Two hydrogens on the same carbon or nitrogen atom are linked by a spin-spin coupling, which splits their NMR lines when the two are not equivalent. Six density functionals are compared here with measured values for six molecules. Every error refers to the size of the coupling, computed less measured, so a positive error means too large in size, and a wrong sign would go unseen.

PySCF 2.14.0, non-relativistic gas-phase DFT with density fitting, basis pcJ-1, geometries PBE0-D3(BJ)/def2-SVP. Errors are computed less measured size of 2J(1H,1H); measured sizes in Hz: NC=O 2.6, C1CC1 4.3, C1CCOC1 (atoms 3,3) 8.1, FCCF 11.8, C 12.4, N#CCC#N 20.4. Non-hydrogen atoms are numbered from 1 in SMILES order, a hydrogen by its carrier.

| level | class | exact exchange, short range (%) | exact exchange, long range (%) | mean signed error (Hz) | mean absolute error (Hz) | largest error (Hz) | case of the largest error | cases too high | slope of computed against reference |
| --- | --- | --- | --- | --- | --- | --- | --- | --- | --- |
| LDA | LDA | 0 | 0 | -2.4 | 3.6 | -6.2 | N#CCC#N atoms 3,3 | 1 | 0.546 |
| KT2 | GGA | 0 | 0 | 4.0 | 4.0 | 6.7 | N#CCC#N atoms 3,3 | 6 | 1.164 |
| PBE | GGA | 0 | 0 | 0.4 | 1.3 | 4.9 | NC=O atoms 1,1 | 2 | 0.771 |
| B97-2 | global hybrid | 21 | 21 | 0.4 | 0.9 | 3.0 | NC=O atoms 1,1 | 3 | 0.843 |
| PBE0 | global hybrid | 25 | 25 | 2.0 | 2.0 | 3.3 | NC=O atoms 1,1 | 6 | 0.961 |
| CAM-B3LYP | range-separated | 19 | 65 | 1.9 | 1.9 | 4.0 | NC=O atoms 1,1 | 6 | 0.981 |

**(a) Which functionals lean to one side, and how strongly?**

When the mean signed and mean absolute errors are equal, every miss points the same way. This holds for KT2, PBE0 and CAM-B3LYP, which are too high in all six cases, by about 4 Hz for KT2 and 2 Hz for the other two. LDA leans the other way and is too low in five cases of six. With a typical coupling of 10 Hz, these are biases of 20 to 40 per cent. PBE and B97-2 have errors of both signs and mean signed errors near zero.

**(b) Why does the functional matter so much?**

Such couplings usually come mostly from the Fermi contact mechanism. One nuclear moment slightly separates the spin-up from the spin-down electrons at its own position, the bonds pass this on, and the second nucleus feels it. The more easily a functional lets the spins separate, the larger the coupling tends to be.

The calculations fit this picture in part. In 1,2-difluoroethane the lowest resistance to spin separation (the lowest triplet eigenvalue) falls from 0.47 hartree in LDA to 0.42 in PBE and 0.36 in PBE0, and the mean coupling size rises in that order. KT2 breaks the rule: at 0.41 hartree it is stiffer than PBE0 in this molecule, yet its couplings are 2 Hz larger on average over the six. One soft mode is therefore not the whole response; theory also counts the other modes and the spin density right at the nuclei.

**(c) What changes if a quarter of PBE's exchange is replaced by exact exchange?**

This step leads to PBE0, and the mean coupling size rises by 1.6 Hz. PBE was already about right on average, so the mean absolute error grows from 1.3 to 2.0 Hz. Yet the slope of computed against measured values moves closer to one. The two measures need not agree: a nearly constant excess leaves the slope near one but still counts in the mean absolute error. With so few cases, a single molecule can also weigh heavily in both.

**(d) How do PBE and PBE0 look without formamide, their worst case?**

Let $\bar e$ be the mean signed error over six cases and $e_F$ the error for formamide. The mean over the other five follows without any fitted parameter:

$$\bar e_5=\frac{6\,\bar e-e_F}{5}$$

$$\text{PBE: }\frac{6(0.4)-4.9}{5}=-0.5\ \text{Hz},\qquad \text{PBE0: }\frac{6(2.0)-3.3}{5}=1.7\ \text{Hz}$$

PBE's small mean error was thus a cancellation: one coupling far too large against several slightly too small. Exact exchange lowers the formamide value by 1.6 Hz but raises the other five by 2.2 Hz on average.

The slope was misleading too. Formamide has the smallest measured coupling, so an excess there lifts the low end of the line and flattens it. Without formamide, PBE's slope rises from 0.77 to 0.94, while that of CAM-B3LYP goes from a seemingly ideal 0.98 to 1.10. The output below repeats this for each functional, leaving out its own worst case.

**(e) Why might formamide respond in the opposite direction?**

Nothing here points to greater stiffness: formamide's lowest triplet eigenvalue also falls from PBE to PBE0, from 0.21 to 0.16 hartree. This is weak evidence, though, because the softest mode of such a planar molecule probably involves π orbitals, which vanish at the hydrogen nuclei. The likely reason is the sign of the coupling. Couplings within a saturated CH₂ group are normally negative, and they move towards positive values as the angle between the two bonds to hydrogen widens. Cyclopropane, with its wide angle, has a measured size of only 4.3 Hz against 12.4 Hz in methane. In a planar NH₂ group the coupling can pass through zero and become positive.

Such a coupling is a small remainder of positive and negative contributions. If exact exchange strengthens mainly the negative ones, a negative coupling grows in size and a positive one shrinks. This would explain the pattern, but the signs have not been checked here. By the same reasoning, the planar =CH₂ group of an alkene calls for similar caution: a modest shift in hertz can be a large fraction of a small coupling.

**(f) Which differences can be trusted?**

Biases of 2 to 4 Hz stand out clearly for these molecules. The 0.1 Hz between the mean absolute errors of PBE0 and CAM-B3LYP does not rank them: rounding alone could account for it, and another set of six molecules could reverse it. The same holds for PBE and B97-2 once formamide is set aside. The calculation also leaves out molecular vibration, the other conformers of flexible molecules and, where a value was measured in solution, the solvent. These should shift the results of all functionals in much the same way, so they blur the distance to experiment more than the differences between functionals.

B97-2 has the smallest mean absolute error, 0.9 Hz, but even it gives 5.6 Hz for formamide where 2.6 Hz was measured. A low average is therefore no guarantee for a single small coupling. Tetrahydrofuran carries a further reservation: its spin-dipole contribution was left out at every level, so its error does not belong to the functional alone. The small pcJ-1 basis calls for caution in all six molecules: its own error was not tested and is part of every miss.

Output of the analysis:

```
Bias and largest miss:
        row  sum of positive errors (Hz)  size of summed negative errors (Hz)  computed size at worst case (Hz)  largest error (% of measured)
        LDA                          3.6                                   18                              14.2                         -30.39
        KT2                           24                                    0                              27.1                          32.84
        PBE                          5.1                                  2.7                               7.5                          188.5
      B97-2                          3.9                                  1.5                               5.6                          115.4
       PBE0                           12                                    0                               5.9                          126.9
  CAM-B3LYP                         11.4                                    0                               6.6                          153.8
Without the worst case of each level:
        row  mean signed error (Hz)  mean absolute error (Hz)   slope  lowest triplet eigenvalue of difluoroethane (Eh)
        LDA                   -1.64                      3.08  0.3898                                            0.4726
        KT2                    3.46                      3.46   1.003                                            0.4066
        PBE                    -0.5                      0.58   0.944                                            0.4153
      B97-2                   -0.12                      0.48  0.9319                                            0.4166
       PBE0                    1.74                      1.74   1.023                                            0.3606
  CAM-B3LYP                    1.48                      1.48   1.101                                            0.3579
Rounding uncertainty of a five-case mean (Hz): 0.07
Rounding uncertainty of the sums of errors (Hz): 0.3
LDA to PBE, change of mean signed error (Hz): 2.8
PBE to KT2, change of mean signed error (Hz): 3.6
PBE to PBE0, change of mean signed error (Hz): 1.6
PBE to PBE0, change of mean absolute error (Hz): 0.7
PBE to PBE0, change of the formamide coupling size (Hz): -1.6
PBE to PBE0, mean change of the other five sizes (Hz): 2.24
Range of mean signed error, levels without exact exchange (Hz): 6.4
Range of mean signed error, levels with exact exchange (Hz): 1.6
Weight of malononitrile in the slope (% of squared spread): 52.67
Weight of formamide in the slope (% of squared spread): 25.86
```
